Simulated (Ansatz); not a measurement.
# Fe (Im-3m) in Ansatz: further runs

One crystal, Fe, is run at these levels: PBEsol, PBE; tasks: relaxation of cell and atoms, single point.

All numbers are computed with Ansatz 0.2.0; they aren't measurements. Logs are shortened: lines on timing, memory, paths and dates and some standing lists are left out, and cuts for length are marked.

**1. Starting point**

Symmetry: Im-3m, No. 229, cubic system. Conventional cell: a = 2.886 Å, b = 2.886 Å, c = 2.886 Å, α = 90.00°, β = 90.00°, γ = 90.00°. Fe (site symmetry m-3m) has 8 Fe at 2.50 Å as nearest neighbours.

**2. Relaxation of cell and atoms, PBEsol, collinear spin, ferromagnetic start, target pressure 20 GPa, at which the enthalpy is minimised**

The input, input.yaml:

```yaml
crystal:
  lattice:
    - [-1.443, 1.443, 1.443]
    - [1.443, -1.443, 1.443]
    - [1.443, 1.443, -1.443]
  atoms:
    - { symbol: Fe, position: [0.0, 0.0, 0.0], spin: 3.0 }
hamiltonian:
  xc: pbesol
  pseudopotentials: { kind: paw }
magnetization:
  spin_polarized: true
kpoints:
  mp_grid: { grid: [10, 10, 10] }
scf:
  occupations: { method: fermi_dirac, width: 0.05 }
output:
  forces: true
  stress: true
  eigenvalues: true
relax:
  f_tol: 0.01
  max_steps: 40
  cell: { stress_tol: 0.05, p_target: 20.0 }
```

Potentials or basis: Ansatz PAW.

Launch:

```sh
$ ansatz run input.yaml --threads 2 --pin off --max-ram 5632MiB --backend cpu --events-out ev --progress --plain --runs-dir out
```

The log of the run:

```text
Warning: RAYON_NUM_THREADS=2 ignored (pool sized by the plan → 2); use --threads N
Engine: ansatz 0.2.0, x86_64-unknown-linux-gnu
Pseudopotentials: kind: paw
Pseudopotential: Fe, paw, valence charge 16, recommended cutoff 420 eV (normal), Fe.paw.azcp
Functional definition: PBEsol
  exchange = pbesol_x
  correlation = pbesol_c
Crystal: 1 atoms, lattice volume = 12.019 Å³
Basis set: ecut = 420 eV, 225 PW (Γ), exchange–correlation on 36×36×36 points (8 copies of the dense FFT grid, shifted against one another)
Bands: 14, of which v1, the nominal top of the filled ones, is band 8 counted from 1 (7 counted from 0)
Symmetry: 48 space group operations
Space group: Im-3m (ITA 229), of the structure as read, at distance tolerance 2.3e-5 Å
Magnetic group: BNS 229.140 (UNI 1642), of the structure as read, at distance tolerance 2.3e-5 Å
k-points: 47 of 1000
Non-local potential: Fe, projectors of the file, l = 0: 3, l = 1: 2, l = 2: 3, l = 3: 1
PAW form: soft (Blöchl's): semilocal exchange-correlation on the pseudo side does not see the compensation charge
PAW frozen core: Fe, regenerated for the run's functional, and the local potential with it (the file was generated under x = pbe(κ = 0.804, μ = 0.2195149727645171), c = pbe(β = 0.06672455060314922))
PAW one-centre angular grid: Fe, 590 points (default); XC on 64 Gauss nodes
Initial density: superposition of atomic densities (chi_scale 0.1, normalization cell)
Starting moments: Σ|m| = 3 μB on 1 of 1 site
Initial wavefunctions: pseudopotential atomic-orbital guess
Functional: x = pbesol(κ = 0.804, μ = 0.12345679012345678), c = pbesol(β = 0.046)
SCF iter   1: F=—  HF=-4448.775684 eV  |F-HF|=—  |Δ(HF+E_count)|=         —  Δρ=7.16e-2 (↑7.16e-2 ↓6.91e-2)  dr2=1.46e0  dr2_m=5.15e-2  M=2.585 μB ∫|m|=2.638 μB  β_m=0.30  ethr=3.10e-3  ⟨swp⟩=4.6  Hψ=6257  notcnv=0
Mixer restart at iter 1: flushing history
preconditioner: auto → none  [metal: Δε(μ)=0.020 eV  Ē_g=14.085 eV  σ=0.050 eV  W_gap=0.10  n_scr=0 (ndim 8)  ℏωp=30.3 eV  f_vac=0.000  D(μ)=1.54/eV (n_scr^D=18)]
SCF iter   2: F=—  HF=-4448.215582 eV  |F-HF|=—  |Δ(HF+E_count)|=   5.60e-1  Δρ=3.02e-2 (↑3.02e-2 ↓1.60e-2)  dr2=2.91e-2  dr2_m=4.81e-2  M=2.666 μB ∫|m|=2.738 μB  β_m=0.29  ethr=3.10e-3  ⟨swp⟩=2.9  Hψ=3169  notcnv=0  defer=102
SCF iter   3: F=—  HF=-4448.452979 eV  |F-HF|=—  |Δ(HF+E_count)|=         —  Δρ=3.84e-2 (↑3.84e-2 ↓3.76e-2)  dr2=3.69e-3  dr2_m=1.57e-1  M=2.295 μB ∫|m|=2.374 μB  β_m=0.29  ethr=1.82e-4  ⟨swp⟩=2.6  Hψ=2561  notcnv=0  defer=102
Mixer restart at iter 3: flushing history
SCF iter   4: F=—  HF=-4448.560962 eV  |F-HF|=—  |Δ(HF+E_count)|=   1.08e-1  Δρ=3.13e-2 (↑2.59e-2 ↓3.13e-2)  dr2=3.34e-3  dr2_m=8.89e-2  M=2.270 μB ∫|m|=2.360 μB  β_m=0.64  ethr=2.31e-5  ⟨swp⟩=2.4  Hψ=2190  notcnv=0  defer=102
SCF iter   5: F=—  HF=-4448.798701 eV  |F-HF|=—  |Δ(HF+E_count)|=   2.38e-1  Δρ=2.58e-2 (↑2.58e-2 ↓6.20e-3)  dr2=5.48e-2  dr2_m=1.61e-2  M=2.148 μB ∫|m|=2.268 μB  β_m=0.52  ethr=2.09e-5  ⟨swp⟩=3.3  Hψ=3097  notcnv=0  defer=102
SCF iter   6: F=—  HF=-4448.778630 eV  |F-HF|=—  |Δ(HF+E_count)|=   2.01e-2  Δρ=4.39e-3 (↑4.39e-3 ↓1.98e-3)  dr2=3.92e-3  dr2_m=2.38e-4  M=2.174 μB ∫|m|=2.305 μB  β_m=0.60  ethr=2.09e-5  ⟨swp⟩=2.1  Hψ=3122  notcnv=0  defer=97
SCF iter   7: F=—  HF=-4448.777181 eV  |F-HF|=—  |Δ(HF+E_count)|=   1.45e-3  Δρ=1.17e-3 (↑6.14e-4 ↓1.17e-3)  dr2=6.84e-5  dr2_m=7.87e-5  M=2.169 μB ∫|m|=2.299 μB  β_m=0.62  ethr=2.09e-5  ⟨swp⟩=1.1  Hψ=1379  notcnv=0  defer=97
SCF iter   8: F=—  HF=-4448.777197 eV  |F-HF|=—  |Δ(HF+E_count)|=   1.61e-5  Δρ=2.99e-4 (↑2.99e-4 ↓1.84e-4)  dr2=1.67e-5  dr2_m=1.22e-6  M=2.166 μB ∫|m|=2.297 μB  β_m=0.74  ethr=4.28e-7  ⟨swp⟩=2.0  Hψ=1728  notcnv=0  defer=97
SCF iter   9: F=—  HF=-4448.777219 eV  |F-HF|=—  |Δ(HF+E_count)|=   2.19e-5  Δρ=1.71e-4 (↑1.71e-4 ↓5.88e-5)  dr2=1.12e-6  dr2_m=1.41e-6  M=2.166 μB ∫|m|=2.297 μB  β_m=0.80  ethr=1.04e-7  ⟨swp⟩=2.1  Hψ=1665  notcnv=0  defer=97
SCF iter  10: F=—  HF=-4448.777220 eV  |F-HF|=—  |Δ(HF+E_count)|=   2.34e-7  Δρ=3.91e-5 (↑3.91e-5 ↓1.16e-5)  dr2=8.46e-8  dr2_m=6.55e-8  M=2.166 μB ∫|m|=2.297 μB  β_m=0.90  ethr=7.02e-9  ⟨swp⟩=2.3  Hψ=1872  notcnv=0  defer=97
SCF iter  11: F=—  HF=-4448.777220 eV  |F-HF|=—  |Δ(HF+E_count)|=   2.27e-8  Δρ=1.17e-5 (↑1.17e-5 ↓5.08e-6)  dr2=4.35e-9  dr2_m=7.39e-9  M=2.166 μB ∫|m|=2.297 μB  β_m=0.95  ethr=5.29e-10  ⟨swp⟩=2.3  Hψ=1666  notcnv=0  defer=97
SCF iter  12: F=-4448.777220 eV  HF=-4448.777220 eV  |F-HF|=1.61e-10  |Δ(HF+E_count)|=  9.74e-10  Δρ=9.12e-7 (↑9.12e-7 ↓5.26e-7)  dr2=1.87e-10  dr2_m=4.42e-12  M=2.166 μB ∫|m|=2.297 μB  ethr=2.72e-11  ⟨swp⟩=4.2  Hψ=4788  notcnv=0
SCF 1 converged in 12 iterations: F = -4448.777220 eV  dr2 = 1.87e-10
relax step   1: F+E_penalty+E_count = -4448.77721957 eV  Δ(F+E_penalty+E_count) = +0.000e0 eV  max|allowed force component| = 0.000e0 eV/Å  Δτ_max = 0.0000 Å  P = -19.804 GPa  Ω = 12.019 Å³  (12 SCF iters, dr2 threshold 1.00e-7 eV, accepted)
[... 11 lines left out ...]
relax step   5: F+E_penalty+E_count = -4448.81179406 eV  Δ(F+E_penalty+E_count) = +4.362e-4 eV  max|allowed force component| = 0.000e0 eV/Å  Δτ_max = 0.0000 Å  P = +19.999 GPa  Ω = 10.044 Å³  energy of the carried Pulay correction = +1.212e-3 eV  (5 SCF iters, dr2 threshold 2.81e-8 eV, accepted)
[... 13 lines left out ...]
relax step   6: F+E_penalty+E_count = -4448.81057177 eV  Δ(F+E_penalty+E_count) = +1.222e-3 eV  max|allowed force component| = 0.000e0 eV/Å  Δτ_max = 0.0000 Å  P = +20.038 GPa  Ω = 10.044 Å³  stress off target by 3.78e-2 GPa  SCF on the basis re-selected at this cell (its energy is not comparable with the rows above)  (9 SCF iters)
basis re-selected at this cell: Δ(F+E_penalty+E_count) = +1.222e-3 eV, ΔP = +0.038 GPa vs the last step (what re-selecting the basis moved, of the pressure what is left beyond the Pulay correction that the steps carried, after the strain that the cell walked since its last selection, with what the two solves' SCF thresholds leave and, on support functions, any second-order correction that the steps lacked; it is no measure of the basis error at this ecutwfc). The dense FFT grid was sized anew with the basis: this SCF ran on 16×16×16 points, the steps before it on 18×18×18, so part of this shift can come from that change (see relax.cell in the input reference). This SCF's stress stands 3.78e-2 GPa from its target on what of the cell is left free (relax.cell.stress_tol is 5.00e-2 GPa) and its largest allowed force component is 0.00e0 eV/Å (relax.f_tol is 1.00e-2 eV/Å): within both
SCF converged after 9 iterations
Magnetization: 1.9709 μB (8.9854 up, 7.0146 down)
Absolute magnetization: 2.0406 μB (∫|ρ↑−ρ↓|, with the PAW one-centre terms)
Spin contamination: 0.0216 ħ² per cell (⟨S²⟩ above its minimum at these occupations)
Per-site moments (μB) at R_I (Å): [(1.9864215116597013, 0.971091385838505)]
Free energy (F): -4448.810572 eV
Harris-Foulkes:  -4448.810572 eV  (|F-HF|=9.09e-13)
Internal energy: -4448.803202 eV  (E = F + TS)
E sigma→0 (E₀):  -4448.806887 eV
Entropy (-TS):   -0.007370 eV (-7.370 meV/atom)
Fermi energy:    21.522705 eV
--- Per-component energies (eV) ---
  E_band       = -169.244142
  E_kinetic    = 355.048145
  E_local      = -1910.800540  (includes V_loc(G=0)·N_el)
  E_nonlocal   = 218.168527
  E_hartree    = 809.136947
  E_xc         = -118.713169
  E_vxc        = -153.558078  (∫ρ·V_xc dr)
  E_paw        = -1334.272047  (= ΣΔE_a)
  E_vpaw       = -296.377014  (= ΣTr[D̂ρ^β])
  E_aug_tail   = 0.000906  (compensation charges beyond the density's cutoff)
  E_ewald      = -2467.551173
  E_core_change = 0.179202  (= ΣΔE_core)
  E_smearing   = -0.007370  (= −TS)
  E_closure    = 0.000000  (closes the sum)
  Σ components = -4448.810572   (vs F -4448.810572, Δ=0.00e0)
--- Forces (eV/Å), atoms counted from 1 ---
  atom   1  Fe    -0.00000000    -0.00000000    -0.00000000
  max |Σ_I F_I| component: 1.73e-31 eV/Å
--- Stress (GPa, compression-positive) ---
       20.037803       0.000000       0.000000
       -0.000000      20.037803      -0.000000
       -0.000000      -0.000000      20.037803
  P = ⅓ Tr σ = 20.0378 GPa (200.378 kbar)
--- Band table (eV; the first three rows and the last of 94) ---
  k-point 0 ↑: bands = ["-66.5219", "-32.3166", "-32.3166", "-32.3166", "12.0202", "18.8236", "18.8236", "18.8236", "20.3644", "20.3644", "46.6758", "46.6758", "46.6758", "53.1236"]
  k-point 1 ↑: bands = ["-66.5089", "-32.3792", "-32.3367", "-32.3167", "12.4752", "18.6852", "18.8018", "19.0904", "20.2356", "20.3763", "44.7400", "46.1995", "46.6523", "52.2164"]
  k-point 2 ↑: bands = ["-66.4749", "-32.5414", "-32.3891", "-32.3171", "13.7142", "18.3346", "18.6624", "19.8272", "20.1123", "20.4191", "40.6880", "44.4395", "46.6033", "49.3923"]
  k-point 46 ↓: bands = ["-63.9315", "-30.4905", "-30.4905", "-30.4905", "17.3379", "17.3379", "23.7496", "23.7496", "23.7496", "32.3851", "32.3851", "32.3851", "39.4862", "39.4862"]
--- Relaxed structure (5 steps of the walk, 5 accepted, 1 SCFs on fresh bases) ---
  F+E_penalty+E_count = -4448.81057177 eV   max|allowed force component| = 0.000e0 eV/Å   (the final SCF, on the basis selected at the relaxed cell)
  cell:  # Å, volume = 10.0435 Å³
    - [-1.3591754497493032, 1.3591754497493032, 1.3591754497493034]
    - [1.3591754497493032, -1.3591754497493032, 1.3591754497493034]
    - [1.3591754497493032, 1.3591754497493032, -1.3591754497493034]
  atoms:
    - { symbol: Fe, position: [0.0, 0.0, 0.0] }
```

It took 3.9 s on 2 threads of Intel Xeon 6975P-C (Granite Rapids), shared host; peak memory 0.34 GiB.

What came out:

| Item | Value |
| --- | --- |
| Free energy | -4448.8106 eV |
| Relaxed volume | 10.04 Å³/atom |
| Relaxed cell | a = 2.354 Å, b = 2.354 Å, c = 2.354 Å, α = 109.47°, β = 109.47°, γ = 109.47° |
| Space group after relaxing (to 0.05 Å) | Im-3m (No. 229) |
| Energy change on relaxing (the enthalpy is what falls) | -33.4 meV/atom |
| Ionic steps | 6 |
| Pressure after relaxing | 20.0 GPa |
| Band gap on the k mesh | none (metal or under the smearing width) |
| Net moment | 1.97 μB per cell |
| Absolute moment | 2.04 μB per cell |
| Site moments | Fe +1.99 μB |

Step by step:
| step | energy change (eV) | largest force (eV/Å) | volume (Å³) |
| --- | --- | --- | --- |
| 1 | 0.0000 | 0.0000 | 12.02 |
| 2 | -0.0636 | 0.0000 | 10.34 |
| 3 | -0.0271 | 0.0000 | 9.99 |
| 4 | -0.0350 | 0.0000 | 10.05 |
| 5 | -0.0346 | 0.0000 | 10.04 |
| 6 | -0.0334 | 0.0000 | 10.04 |

Final structure:
```cif
data_structure
_symmetry_space_group_name_H-M 'P 1'
_symmetry_Int_Tables_number 1
_cell_length_a 2.3542
_cell_length_b 2.3542
_cell_length_c 2.3542
_cell_angle_alpha 109.471
_cell_angle_beta 109.471
_cell_angle_gamma 109.471
_cell_volume 10.04
loop_
_atom_site_label
_atom_site_type_symbol
_atom_site_fract_x
_atom_site_fract_y
_atom_site_fract_z
_atom_site_occupancy
Fe1 Fe 0.00000 0.00000 0.00000 1
```

Caveat: the volume moved by over 15 % at a fixed basis, so the end points are rough; the plane-wave basis is chosen anew once the cell has moved, so the energies of steps on either side of that aren't comparable; the PAW data sets come from PBE, with cores solved anew for the run's functional, which leaves a small shift of forces and pressure.

**3. Relaxation of cell and atoms, PBEsol, collinear spin, ferromagnetic start, target pressure 30 GPa, at which the enthalpy is minimised**

input.yaml: that of step 2 with these lines changed.

```diff
@@ -23,2 +23,2 @@
   max_steps: 40
-  cell: { stress_tol: 0.05, p_target: 20.0 }
+  cell: { stress_tol: 0.05, p_target: 30.0 }
```

Potentials or basis: Ansatz PAW.

Launch:

```sh
$ ansatz run input.yaml --threads 2 --pin off --max-ram 5632MiB --backend cpu --events-out ev --progress --plain --runs-dir out
```

Run time: 3.9 s. Hardware: 2 threads of Intel Xeon 6975P-C (Granite Rapids), shared host; peak memory 0.34 GiB.

It converged, with:

| Quantity | Value |
| --- | --- |
| Free energy | -4448.7645 eV |
| Relaxed volume | 9.75 Å³/atom |
| Relaxed cell | a = 2.331 Å, b = 2.331 Å, c = 2.331 Å, α = 109.47°, β = 109.47°, γ = 109.47° |
| Space group after relaxing (to 0.05 Å) | Im-3m (No. 229) |
| Energy change on relaxing (the enthalpy is what falls) | +12.7 meV/atom |
| Ionic steps | 6 |
| Pressure after relaxing | 30.0 GPa |
| Band gap on the k mesh | none (metal or under the smearing width) |
| Net moment | 1.91 μB per cell |
| Absolute moment | 1.97 μB per cell |
| Site moments | Fe +1.92 μB |

The path:
```tsv
step	energy change (eV)	largest force (eV/Å)	volume (Å³)
1	0.0000	0.0000	12.02
2	-0.0641	0.0000	10.35
3	0.0458	0.0000	9.58
4	0.0065	0.0000	9.77
5	0.0112	0.0000	9.75
6	0.0127	0.0000	9.75
```

Final structure:
```
Fe
1.0
    -1.34562    1.34562    1.34562
     1.34562   -1.34562    1.34562
     1.34562    1.34562   -1.34562
Fe
1
Direct
  0.00000 0.00000 0.00000
```

Levels at points of the mesh, in eV from the Fermi level:
Spin up:
| k point | band 6 | band 7 | band 8 | band 9 | band 10 | band 11 | band 12 | band 13 |
| --- | --- | --- | --- | --- | --- | --- | --- | --- |
| (0.00, 0.00, 0.00) | -2.74 | -2.74 | -2.74 | -1.13 | -1.13 | 25.43 | 25.43 | 25.43 |
| (0.00, 0.00, -0.50) | -4.14 | -1.04 | -0.86 | 0.23 | 0.72 | 8.70 | 19.01 | 22.31 |
| (-0.50, -0.50, -0.50) | -6.00 | 0.37 | 0.37 | 0.37 | 10.76 | 10.76 | 10.76 | 17.13 |
Spin down:
```csv
k point,band 4,band 5,band 6,band 7,band 8,band 9,band 10,band 11
"(0.00, 0.00, 0.00)",-51.56,-9.39,-1.11,-1.11,-1.11,1.31,1.31,25.45
"(0.00, 0.00, -0.50)",-51.57,-4.87,-2.69,0.49,1.19,1.65,2.64,9.99
"(-0.50, -0.50, -0.50)",-52.10,-4.41,-4.41,2.25,2.25,2.25,11.13,11.13
```

Caveat: the volume moved by over 15 % at a fixed basis, so the end points are rough; the plane-wave basis is chosen anew once the cell has moved, so the energies of steps on either side of that aren't comparable; the PAW data sets come from PBE, with cores solved anew for the run's functional, which leaves a small shift of forces and pressure.

**4. Single point, PBE, collinear spin, ferromagnetic start (strained by +1 %)**

The input, input.yaml:

```yaml
crystal:
  lattice:
    - [-1.443, 1.443, 1.45743]
    - [1.443, -1.443, 1.45743]
    - [1.443, 1.443, -1.45743]
  atoms:
    - { symbol: Fe, position: [0.0, 0.0, 0.0], spin: 3.0 }
hamiltonian:
  xc: pbe
  pseudopotentials: { kind: paw }
magnetization:
  spin_polarized: true
kpoints:
  mp_grid: { grid: [10, 10, 10] }
scf:
  occupations: { method: fermi_dirac, width: 0.05 }
output:
  forces: true
  stress: true
  eigenvalues: true
```

Launch:

```sh
$ ansatz run input.yaml --threads 2 --pin off --max-ram 5632MiB --backend cpu --events-out ev --progress --plain --runs-dir out
```

Wall time 1.2 s (2 threads of Intel Xeon 6975P-C (Granite Rapids), shared host); peak memory 0.34 GiB.

It converged, with:

```yaml
Free_energy: -4480.4597 eV
Pressure: -12.5 GPa
Band_gap_on_the_k_mesh: none (metal or under the smearing width)
Net_moment: 2.18 μB per cell
Absolute_moment: 2.34 μB per cell
Site_moments: Fe +2.25 μB
```

Stress tensor (GPa, compression positive):
```
-12.17   0.00   0.00
  0.00 -12.17   0.00
  0.00   0.00 -13.28
```

Levels at points of the mesh, in eV from the Fermi level:
Spin up:
| k point | band 7 | band 8 | band 9 | band 10 | band 11 | band 12 |
| --- | --- | --- | --- | --- | --- | --- |
| (0.00, 0.00, 0.00) | -2.14 | -2.10 | -1.08 | -1.03 | 23.71 | 23.93 |
| (0.00, 0.00, -0.50) | -0.96 | -0.87 | 0.34 | 0.58 | 6.86 | 17.44 |
| (0.00, -0.50, 0.00) | -1.01 | -0.89 | 0.32 | 0.50 | 6.76 | 17.64 |
| (-0.50, -0.50, -0.50) | 0.07 | 0.09 | 0.09 | 9.19 | 9.55 | 9.55 |
Spin down:
| k point | band 5 | band 6 | band 7 | band 8 | band 9 | band 10 |
| --- | --- | --- | --- | --- | --- | --- |
| (0.00, 0.00, 0.00) | -7.99 | -0.24 | -0.24 | -0.17 | 1.70 | 1.77 |
| (0.00, 0.00, -0.50) | -3.31 | -1.46 | 0.61 | 1.63 | 1.98 | 2.56 |
| (0.00, -0.50, 0.00) | -3.32 | -1.38 | 0.52 | 1.55 | 1.96 | 2.56 |
| (-0.50, -0.50, -0.50) | -2.63 | -2.61 | 2.28 | 2.28 | 2.28 | 9.39 |

**5. Summary**

```csv
task,level,cell,target pressure (GPa),gap on the mesh (eV),pressure (GPa),moment (μB)
relaxation of cell and atoms,PBEsol,relaxed to 20 GPa,20,none,20.0,1.97
relaxation of cell and atoms,PBEsol,relaxed to 30 GPa,30,none,30.0,1.91
single point,PBE,strained by +1 %,-,none,-12.5,2.18
```

Alike in all rows: potentials or basis Ansatz PAW; spin collinear, ferromagnetic start; k mesh 10 × 10 × 10; cutoff (eV) 420; smearing fermi-dirac 0.05 eV.

Caveats: the volume moved by over 15 % at a fixed basis, so the end points are rough (some runs); the plane-wave basis is chosen anew once the cell has moved, so the energies of steps on either side of that aren't comparable (some runs); the PAW data sets come from PBE, with cores solved anew for the run's functional, which leaves a small shift of forces and pressure (some runs).

Absolute energies hang on the potentials; compare differences alone.
